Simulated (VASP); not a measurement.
# TiB2 (P6/mmm) in VASP: density of states with PBEsol

Aim: the density of states of TiB2 with PBEsol.

Program: VASP 6.6.1. These are calculated values, not measurements. Logs are shortened: lines on timing, memory, paths and dates and some standing lists are left out, and cuts for length are marked.

## Step 1: Starting point

It takes space group P6/mmm (No. 191, hexagonal). The conventional cell has a = 3.019 Å, b = 3.019 Å, c = 3.186 Å, α = 90.00°, β = 90.00°, γ = 120.00°. Around Ti (site symmetry 6/mmm) lie 12 B at 2.36 Å. B (site symmetry -6m2) has 3 B at 1.74 Å as nearest neighbours.

## Step 2: Density of states, PBEsol

Input file POSCAR:

```
TiB2                                    
1.0
    3.0190575592      0.0000000000      0.0000000000
   -1.5095287796      2.6145805386      0.0000000000
    0.0000000000      0.0000000000      3.1856723011
  Ti              B             
     1     2
Direct
     0.0000000000000000    0.0000000000000000    0.0000000000000000
     0.3333333300000021    0.6666666699999979    0.5000000000000000
     0.6666666699999979    0.3333333300000021    0.5000000000000000
```

Input file INCAR.step1:

```
SYSTEM = TiB2
PREC = Accurate
ENCUT = 520
EDIFF = 1E-7
ISMEAR = 0
SIGMA = 0.1
LREAL = .False.
LASPH = .True.
NELM = 60
ALGO = Fast
ISIF = 2
LWAVE = .False.
LCHARG = .True.
LMAXMIX = 4
GGA = PS
NBANDS = 16
```

Input file KPOINTS.step1:

```
Automatic mesh
0
Gamma
  15 15 14
  0 0 0
```

Input file INCAR.step2:

```
SYSTEM = TiB2
PREC = Accurate
ENCUT = 520
EDIFF = 1E-7
ISMEAR = -5
SIGMA = 0.1
LREAL = .False.
LASPH = .True.
NELM = 60
ALGO = Fast
ISIF = 2
LWAVE = .False.
LCHARG = .False.
LMAXMIX = 4
GGA = PS
LORBIT = 11
NBANDS = 16
NEDOS = 1001
ICHARG = 11
```

Input file KPOINTS.step2:

```
Automatic mesh
0
Gamma
  23 23 21
  0 0 0
```

Potentials or basis: VASP PAW PBE potentials, release 64 (Ti_sv, B).

The run is started by

```bash
cat potpaw_PBE.64/Ti_sv/POTCAR potpaw_PBE.64/B/POTCAR > POTCAR
cp INCAR.step1 INCAR
cp KPOINTS.step1 KPOINTS
mpirun -np 1 vasp_std > vasp.out
cp INCAR.step2 INCAR
cp KPOINTS.step2 KPOINTS
mpirun -np 1 vasp_std > vasp.out
```

OUTCAR:

```text
SYSTEM = TiB2
   PREC = Accurate
   ENCUT = 520
   EDIFF = 1E-7
   ISMEAR = -5
   LREAL = .False.
   LASPH = .True.
   NELM = 60
   ISIF = 2
   GGA = PS
   LORBIT = 11
   ICHARG = 11

 ion  position               nearest neighbor table
   1  0.000  0.000  0.000-   2 2.36   3 2.36   2 2.36   3 2.36   2 2.36   2 2.36   3 2.36   3 2.36
                             3 2.36   3 2.36   2 2.36   2 2.36
   2  0.333  0.667  0.500-   3 1.74   3 1.74   3 1.74   1 2.36   1 2.36   1 2.36   1 2.36   1 2.36
                             1 2.36
   3  0.667  0.333  0.500-   2 1.74   2 1.74   2 1.74   1 2.36   1 2.36   1 2.36   1 2.36   1 2.36
                             1 2.36

  LATTYP: Found a hexagonal cell.
 ALAT       =     3.0190575592
 C/A-ratio  =     1.0551876666

  Lattice vectors:

 A1 = (   3.0190575592,   0.0000000000,   0.0000000000)
 A2 = (  -1.5095287796,   2.6145805386,   0.0000000000)
 A3 = (   0.0000000000,   0.0000000000,   3.1856723011)

Analysis of symmetry for initial positions (statically):
=====================================================================
 Subroutine PRICEL returns:
 Original cell was already a primitive cell.

 Routine SETGRP: Setting up the symmetry group for a
 hexagonal supercell.

 Subroutine GETGRP returns: Found 24 space group operations
 (whereof 24 operations were pure point group operations)
 out of a pool of 24 trial point group operations.

The static configuration has the point symmetry D_6h.

Analysis of symmetry for dynamics (positions and initial velocities):
=====================================================================
 Subroutine PRICEL returns:
 Original cell was already a primitive cell.

 Routine SETGRP: Setting up the symmetry group for a
 hexagonal supercell.

 Subroutine GETGRP returns: Found 24 space group operations
 (whereof 24 operations were pure point group operations)
 out of a pool of 24 trial point group operations.

The dynamic configuration has the point symmetry D_6h.

 Subroutine INISYM returns: Found 24 space group operations
 (whereof 24 operations are pure point group operations),
 and found     1 'primitive' translations

----------------------------------------------------------------------------------------

                                     Primitive cell

  volume of cell :      25.1463

  direct lattice vectors                    reciprocal lattice vectors
     3.019057559  0.000000000  0.000000000     0.331229193  0.191235264  0.000000000
    -1.509528780  2.614580539  0.000000000     0.000000000  0.382470528  0.000000000
     0.000000000  0.000000000  3.185672301     0.000000000  0.000000000  0.313905482

  length of vectors
     3.019057559  3.019057556  3.185672301     0.382470528  0.382470528  0.313905482

  position of ions in fractional coordinates (direct lattice)
     0.000000000  0.000000000  0.000000000
     0.333333330  0.666666670  0.500000000
     0.666666670  0.333333330  0.500000000

  ion indices of the primitive-cell ions
   primitive index   ion index
                 1           1
                 2           2
                 3           3

----------------------------------------------------------------------------------------

 KPOINTS: Automatic mesh

Automatic generation of k-mesh.
 Grid dimensions read from file:
 generate k-points for:   23   23   21

 Generating k-lattice:

  Cartesian coordinates                     Fractional coordinates (reciprocal lattice)
     0.014401269  0.008314577  0.000000000     0.043478261 -0.000000000  0.000000000
     0.000000000  0.016629153  0.000000000     0.000000000  0.043478261  0.000000000
     0.000000000  0.000000000  0.014947880     0.000000000  0.000000000  0.047619048

  Length of vectors
     0.016629153  0.016629153  0.014947880

  Shift w.r.t. Gamma in fractional coordinates (k-lattice)
     0.000000000  0.000000000  0.000000000

 TETIRR: Found  11086 inequivalent tetrahedra from    66654

 Subroutine IBZKPT returns following result:
 ===========================================

 Found    616 irreducible k-points:

 Following reciprocal coordinates:
            Coordinates               Weight
  0.000000  0.000000  0.000000      1.000000
  0.043478  0.000000  0.000000      6.000000
  0.086957  0.000000  0.000000      6.000000
  0.130435  0.000000  0.000000      6.000000
  0.173913  0.000000  0.000000      6.000000
  0.217391  0.000000  0.000000      6.000000
[... 16 lines left out ...]
  0.478261  0.043478  0.000000      6.000000
  0.086957  0.086957  0.000000      6.000000
 [... further k-points ...]
   k-points           NKPTS =    616   k-points in BZ     NKDIM =    616   number of bands    NBANDS=     16
   number of dos      NEDOS =   1001   number of ions     NIONS =      3
   total plane-waves  NPLWV =  13824
   dimension x,y,z NGX =    24 NGY =   24 NGZ =   24
   dimension x,y,z NGXF=    48 NGYF=   48 NGZF=   48
   ions per type =               1   2
   NGX,Y,Z   is equivalent  to a cutoff of  13.22, 13.22, 12.52 a.u.
   NGXF,Y,Z  is equivalent  to a cutoff of  26.43, 26.43, 25.05 a.u.
 SYSTEM =  TiB2
   PREC   = accura    normal or accurate (medium, high low for compatibility)
   ISTART =      0    job   : 0-new  1-cont  2-samecut
   ICHARG =     11    charge: 1-file 2-atom 10-const
   ISPIN  =      1    spin polarized calculation?
   LNONCOLLINEAR =      F non collinear calculations
   LSORBIT =      F    spin-orbit coupling
   LASPH  =      T    aspherical Exc in radial PAW
   ENCUT  =  520.0 eV  38.22 Ry    6.18 a.u.   5.61  5.61  5.92*2*pi/ulx,y,z
   NELM   =     60;   NELMIN=  2; NELMDL=  0     # of ELM steps
   EDIFF  = 0.1E-06   stopping-criterion for ELM
   LREAL  =      F    real-space projection
   EDIFFG = 0.1E-05   stopping-criterion for IOM
   NSW    =      0    number of steps for IOM
   IBRION =     -1    ionic relax: 0-MD 1-quasi-New 2-CG
   NFREE  =      0    steps in history (QN), initial steepest desc. (CG)
   ISIF   =      2    stress and relaxation
   ISYM   =      2    0-nonsym 1-usesym 2-fastsym
   POTIM  = 0.5000    time-step for ionic-motion
   TEBEG  =    0.0;   TEEND  =   0.0 temperature during run
   PSTRESS=    0.0 pullay stress
   NELECT =      18.0000    total number of electrons
   NUPDOWN=      -1.0000    fix difference up-down
   EMIN   =  10.00;   EMAX   =-10.00  energy-range for DOS
   EFERMI =   0.00;   METHOD = LEGACY
   ISMEAR =    -5;   SIGMA  =   0.10  broadening in eV -4-tet -1-fermi 0-gaus
   EFERMI_NEDOS =   21; number of points for ismear=-14 and -15
   IALGO  =     68    algorithm
   IMIX   =      4    mixing-type and parameters
     AMIX     =   0.40;   BMIX     =  1.00
     AMIX_MAG =   1.60;   BMIX_MAG =  1.00
  volume/ion in A,a.u.               =       8.38        56.57
  Fermi-wavevector in a.u.,A,eV,Ry     =   1.464449  2.767407 29.179190  2.144610
  Thomas-Fermi vector in A             =   2.580423
   LORBIT       =     11    0 simple, 1 ext, 2 COOP (PROOUT), +10 PAW based schemes
   GGA     = PS    functional components
   LHFCALC =     F    Hartree Fock is set to
   AEXX    =    0.0000 exact exchange contribution
   IVDW    =     0    specifies the selected vdW correction
   LEPSILON=     F    determine dielectric tensor
   LRPA    =     F    only Hartree local field effects (RPA)
 non-spin polarized calculation
 RMM-DIIS sequential band-by-band and
 Fermi weights with tetrahedron method with Bloechl corrections
  energy-cutoff  :      520.00
  volume of cell :       25.15
 maximum number of plane-waves:       696
 NGX is ok and might be reduce to    24

 number of electron      17.9999998 magnetization

 Free energy of the ion-electron system (eV)
  ---------------------------------------------------
  ext. energy  EPLUGINS =         0.00000000
  ---------------------------------------------------
  free energy    TOTEN  =       -25.79202036 eV

  energy without entropy =      -25.79202036  energy(sigma->0) =      -25.79202036

 E-fermi :  10.1940     XC(G=0): -12.9710

 val. band max:       10.2246124429   @ k =   0.0435   0.0435   0.2857
 cond. band min:      10.1051473359   @ k =   0.2174   0.2174   0.0952
 fundamental gap:     -0.1194651070
 Fermi energy:        10.1939980496

 k-point     1 :       0.0000    0.0000    0.0000
  band No.  band energies     occupation
      1     -46.5088      2.00000
      2     -22.9672      2.00000
      3     -22.6467      2.00000
      4     -22.6466      2.00000
      5      -3.4380      2.00000
      6       7.4256      2.00000
[... 8 lines left out ...]
     15      15.9027      0.00000
     16      17.1161      0.00000

 k-point     2 :       0.0435    0.0000    0.0000
  band No.  band energies     occupation
      1     -46.5077      2.00000
      2     -22.9659      2.00000
      3     -22.6550      2.00000
      4     -22.6486      2.00000
      5      -3.4010      2.00000
      6       7.3191      2.00000
[... 8 lines left out ...]
     15      16.1701      0.00000
     16      17.2303      0.00000

 k-point     3 :       0.0870    0.0000    0.0000
  band No.  band energies     occupation
      1     -46.5045      2.00000
      2     -22.9619      2.00000
      3     -22.6792      2.00000
      4     -22.6540      2.00000
      5      -3.2906      2.00000
      6       7.0130      2.00000
[... 8 lines left out ...]
     15      16.8053      0.00000
     16      17.5796      0.00000

 k-point     4 :       0.1304    0.0000    0.0000
  band No.  band energies     occupation
      1     -46.4995      2.00000
      2     -22.9555      2.00000
      3     -22.7173      2.00000
      4     -22.6627      2.00000
      5      -3.1087      2.00000
      6       6.5463      2.00000
[... 8 lines left out ...]
     15      17.6285      0.00000
     16      18.1590      0.00000

 k-point     5 :       0.1739    0.0000    0.0000
  band No.  band energies     occupation
      1     -46.4930      2.00000
      2     -22.9473      2.00000
      3     -22.7663      2.00000
      4     -22.6738      2.00000
      5      -2.8581      2.00000
      6       5.9667      2.00000
[... 8 lines left out ...]
     15      18.4230      0.00000
     16      18.5696      0.00000

 k-point     6 :       0.2174    0.0000    0.0000
  band No.  band energies     occupation
      1     -46.4854      2.00000
      2     -22.9378      2.00000
      3     -22.8225      2.00000
      4     -22.6867      2.00000
      5      -2.5428      2.00000
      6       5.3150      2.00000
[... 8 lines left out ...]
     15      17.9399      0.00000
     16      19.6038      0.00000
[... 267 lines left out ...]
 k-point    21 :       0.3913    0.0435    0.0000
  band No.  band energies     occupation
      1     -46.4538      2.00000
      2     -23.0470      2.00000
      3     -22.8982      2.00000
      4     -22.7443      2.00000
      5      -0.4168      2.00000
      6       2.1527      2.00000
[... 8 lines left out ...]
     15      17.8642      0.00000
     16      18.9010      0.00000

 k-point    22 :       0.4348    0.0435    0.0000
  band No.  band energies     occupation
      1     -46.4507      2.00000
      2     -23.0693      2.00000
      3     -22.8942      2.00000
      4     -22.7498      2.00000
      5       0.1711      2.00000
      6       1.4744      2.00000
[... 8 lines left out ...]
     15      17.8498      0.00000
     16      18.7288      0.00000

 k-point    23 :       0.4783    0.0435    0.0000
  band No.  band energies     occupation
      1     -46.4496      2.00000
      2     -23.0770      2.00000
      3     -22.8928      2.00000
      4     -22.7517      2.00000
      5       0.7004      2.00000
      6       0.9148      2.00000
[... 8 lines left out ...]
     15      17.8380      0.00000
     16      18.6671      0.00000

 k-point    24 :       0.0870    0.0870    0.0000
  band No.  band energies     occupation
      1     -46.4966      2.00000
      2     -22.9519      2.00000
      3     -22.7372      2.00000
      4     -22.6694      2.00000
      5      -3.0006      2.00000
      6       6.3561      2.00000
[... 8 lines left out ...]
     15      17.6295      0.00000
     16      18.6593      0.00000

 [... further k-points ...]

------------------------ aborting loop because EDIFF is reached ----------------------------------------

  FORCE on cell =-STRESS in cart. coord.  units (eV):
  Direction    XX          YY          ZZ          XY          YZ          ZX
  --------------------------------------------------------------------------------------
  -------------------------------------------------------------------------------------
  Total        0.0389570      0.0389570      0.0112784      0.0000000     -0.0000000      0.0000000
  in kB        2.4821155      2.4821155      0.7185959      0.0000000     -0.0000000      0.0000000
  external PRESSURE =       1.8942756 kB  Pullay stress =       0.0000000 kB

 VOLUME and BASIS-vectors are now :
 -----------------------------------------------------------------------------
  energy-cutoff  :      520.00
  volume of cell :       25.15
      direct lattice vectors                 reciprocal lattice vectors
     3.019057559  0.000000000  0.000000000     0.331229193  0.191235264  0.000000000
    -1.509528780  2.614580539  0.000000000     0.000000000  0.382470528  0.000000000
     0.000000000  0.000000000  3.185672301     0.000000000  0.000000000  0.313905482

 POSITION                                       TOTAL-FORCE (eV/Angst)
 -----------------------------------------------------------------------------------
      0.00000      0.00000      0.00000        -0.000000      0.000000      0.000000
     -0.00000      1.74305      1.59284        -0.000000      0.000000      0.000000
      1.50953      0.87153      1.59284         0.000000     -0.000000     -0.000000
 -----------------------------------------------------------------------------------
    total drift:                                0.000000     -0.000000     -0.000000

  FREE ENERGIE OF THE ION-ELECTRON SYSTEM (eV)
  ---------------------------------------------------
  free  energy   TOTEN  =       -25.7920203559 eV

  energy  without entropy=      -25.7920203559  energy(sigma->0) =      -25.79202036

 total charge

# of ion       s       p       d       tot
------------------------------------------
    1        2.183   6.223   2.070  10.476
    2        0.687   1.335   0.000   2.022
    3        0.687   1.335   0.000   2.022
--------------------------------------------------
tot          3.557   8.892   2.070  14.520
```

It took 3.2 min on 1 thread of Intel Xeon 6975P-C (Granite Rapids), shared host; peak memory 0.36 GiB.

What came out:

| Property | Result |
| --- | --- |
| Valence electrons inside the program's atomic spheres | Ti 10.48; B 2.02 |

States per cell in windows of 0.5 eV (zero at the Fermi level; states under -8 eV left out):
| from (eV) | total | Ti1_d | B2_p | B3_p | Ti1_p | B2_s | B3_s |
| --- | --- | --- | --- | --- | --- | --- | --- |
| -8.0 | 0.32 | 0.02 | 0.04 | 0.04 | 0.01 | 0.04 | 0.04 |
| -7.5 | 0.30 | 0.03 | 0.04 | 0.04 | 0.01 | 0.03 | 0.03 |
| -7.0 | 0.27 | 0.03 | 0.04 | 0.04 | 0.01 | 0.02 | 0.02 |
| -6.5 | 0.37 | 0.04 | 0.06 | 0.06 | 0.01 | 0.02 | 0.02 |
| -6.0 | 0.39 | 0.04 | 0.08 | 0.08 | 0.01 | 0.01 | 0.01 |
| -5.5 | 0.54 | 0.07 | 0.11 | 0.11 | 0.02 | 0.01 | 0.01 |
| -5.0 | 0.53 | 0.08 | 0.11 | 0.11 | 0.02 | 0.01 | 0.01 |
| -4.5 | 0.68 | 0.11 | 0.14 | 0.14 | 0.03 | 0.01 | 0.01 |
| -4.0 | 0.68 | 0.12 | 0.13 | 0.13 | 0.04 | 0.00 | 0.00 |
| -3.5 | 1.24 | 0.32 | 0.21 | 0.21 | 0.06 | 0.00 | 0.00 |
| -3.0 | 0.65 | 0.21 | 0.10 | 0.10 | 0.02 | 0.00 | 0.00 |
| -2.5 | 0.50 | 0.22 | 0.05 | 0.05 | 0.01 | 0.00 | 0.00 |
| -2.0 | 0.50 | 0.26 | 0.04 | 0.04 | 0.01 | 0.00 | 0.00 |
| -1.5 | 0.35 | 0.20 | 0.03 | 0.03 | 0.00 | 0.00 | 0.00 |
| -1.0 | 0.27 | 0.17 | 0.02 | 0.02 | 0.00 | 0.00 | 0.00 |
| -0.5 | 0.11 | 0.07 | 0.00 | 0.00 | 0.00 | 0.00 | 0.00 |
| 0.0 | 0.30 | 0.20 | 0.02 | 0.02 | 0.00 | 0.00 | 0.00 |
| 0.5 | 0.40 | 0.28 | 0.02 | 0.02 | 0.00 | 0.00 | 0.00 |
| 1.0 | 0.70 | 0.51 | 0.03 | 0.03 | 0.00 | 0.00 | 0.00 |
| 1.5 | 0.83 | 0.59 | 0.04 | 0.04 | 0.00 | 0.01 | 0.01 |
| 2.0 | 1.26 | 0.97 | 0.05 | 0.05 | 0.01 | 0.01 | 0.01 |
| 2.5 | 1.39 | 1.13 | 0.05 | 0.05 | 0.01 | 0.01 | 0.01 |
| 3.0 | 1.12 | 0.84 | 0.07 | 0.07 | 0.01 | 0.01 | 0.01 |
| 3.5 | 0.62 | 0.42 | 0.04 | 0.04 | 0.01 | 0.01 | 0.01 |
| 4.0 | 0.61 | 0.38 | 0.05 | 0.05 | 0.01 | 0.01 | 0.01 |
| 4.5 | 0.61 | 0.40 | 0.04 | 0.04 | 0.01 | 0.02 | 0.02 |
| 5.0 | 0.31 | 0.16 | 0.03 | 0.03 | 0.01 | 0.01 | 0.01 |
| 5.5 | 0.46 | 0.21 | 0.05 | 0.05 | 0.02 | 0.01 | 0.01 |
| 6.0 | 0.43 | 0.16 | 0.06 | 0.06 | 0.02 | 0.01 | 0.01 |
| 6.5 | 0.66 | 0.18 | 0.11 | 0.11 | 0.02 | 0.02 | 0.02 |
| 7.0 | 0.62 | 0.15 | 0.10 | 0.10 | 0.02 | 0.02 | 0.02 |
| 7.5 | 0.48 | 0.08 | 0.05 | 0.05 | 0.02 | 0.04 | 0.04 |

Caveat: the PAW data sets were made with another functional, which shifts forces and pressure a little; tetrahedron occupations give inexact forces and stress in metals.
